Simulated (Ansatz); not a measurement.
## Strain and the gap of LiH (NiAs type)

LiH, NiAs type, relaxed with r2SCAN in the plane-wave code Ansatz. Space group P6_3/mmc (No. 194), hexagonal; conventional cell a = 2.782 Å, c = 4.873 Å, 8.16 Å³ an atom. Around Li lie 6 H at 2.02 Å; around H lie 6 Li at 2.02 Å.

The axes x, y and z are those of this cell:
```xyz
4
Lattice="2.7815 0.0000 0.0000 -1.3908 2.4089 0.0000 0.0000 0.0000 4.8730" Properties=species:S:1:pos:R:3 pbc="T T T"
Li    0.0000    0.0000    0.0000
Li    0.0000    0.0000    2.4365
H     0.0000    1.6059    1.2182
H     1.3908    0.8030    3.6547
```

Unstrained: With PBE the valence top lies at M and the conduction bottom at k = (1/2, 0, 0.400), 4.315 eV higher; the smallest vertical gap, at k = (1/2, 0, 1/4), is 4.948 eV. The r2SCAN gap is indirect, 4.936 eV (M to k = (0, -1/2, 0.417)), below the direct gap of 5.577 eV at k = (1/2, 0, 1/4). HSE06 gives an indirect gap of 5.338 eV, from M to k = (0, -1/2, 0.417); the least direct gap is 6.024 eV at k = (1/2, 0, 1/4). Meshes: PBE 12×12×6, r2SCAN 12×12×6, HSE06 9×9×4. Strains are changes of length per length. After each strain the atoms were relaxed again with r2SCAN within the symmetry that the strain leaves, so tilts or polar shifts that break it weren't tested; points keep the names that they have in the unstrained zone. Values at 0 K without nuclear motion; spin polarisation is off, and the phase may be a hypothetical one.

Changes of the least gap in eV (an overlap counts as a negative gap):

| strain | volume change (%) | space group | PBE | r2SCAN | HSE06 | energy rise, r2SCAN (meV/atom) |
| --- | --- | --- | --- | --- | --- | --- |
| isotropic +5.26 % on every length | +16.6 | P6_3/mmc | – | -0.194 | -0.213 | 19.7 |
| uniaxial -1.25 % along z | -1.2 | P6_3/mmc | – | +0.013 | +0.015 | 0.6 |

Isotropic +5.26 % on every length. HSE06: the gap goes from 5.338 to 5.125 eV (-0.213 eV). Stress change with r2SCAN, compression positive: xx -4.01, yy -4.01, zz -4.46 GPa. For HSE06, dE_g/d ln V = -1.4 eV over this step.

Uniaxial -1.25 % along z, other directions held. HSE06: the gap goes from 5.338 to 5.353 eV (+0.015 eV). Stress change with r2SCAN, compression positive: xx -0.22, yy -0.22, zz +1.88 GPa.

Where an edge lies off the special points, it is a point of the mesh or the k point where a search put PBE's edge or least direct gap, reused for the other functionals, whose own edges may lie a little apart.

Coordinates of k points refer to the reciprocal vectors of the primitive cell of the runs.

The meshes of the hybrids are coarse, so their gaps aren't converged to the digits shown.
